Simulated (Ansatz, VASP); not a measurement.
**Ir: VASP beside Ansatz**

```
CELL_PARAMETERS angstrom
-1.54390 1.54390 1.54390
1.54390 -1.54390 1.54390
1.54390 1.54390 -1.54390
ATOMIC_POSITIONS crystal
Ir 0.00000 0.00000 0.00000
```

Alike in both runs: functional r2SCAN; k mesh 18 × 18 × 18; occupations gaussian, width 0.1 eV; no spin polarisation.

Ansatz relaxed the structure, and its values are those at the end. VASP's run is a single point on that final structure, the one shown.

|  | VASP | Ansatz |
| --- | --- | --- |
| version | VASP 6.6.1 | Ansatz 0.2.0 |
| potentials or method | VASP PAW PBE potentials, release 64 (Ir) | scalar-relativistic, plane waves, PAW |
| plane-wave cutoff (eV) | 520 | 500 |
| valence electrons in the cell | 9 | 17 |

```csv
,VASP,Ansatz,Ansatz less VASP
gap on the k mesh at the Fermi level (eV),none,none,-
pressure (GPa),2.3,0.0,-2.31
```

A gap of «none» marks a metal or a gap that the smearing closes. With one functional, cell and mesh, what is left measures potentials, basis and numerics. The two sets of potentials don't hold the same shells in valence.

Caveats: the PAW data sets were made with another functional, which shifts forces and pressure a little (VASP). Spin-orbit coupling is left out, which matters for the levels of Ir.
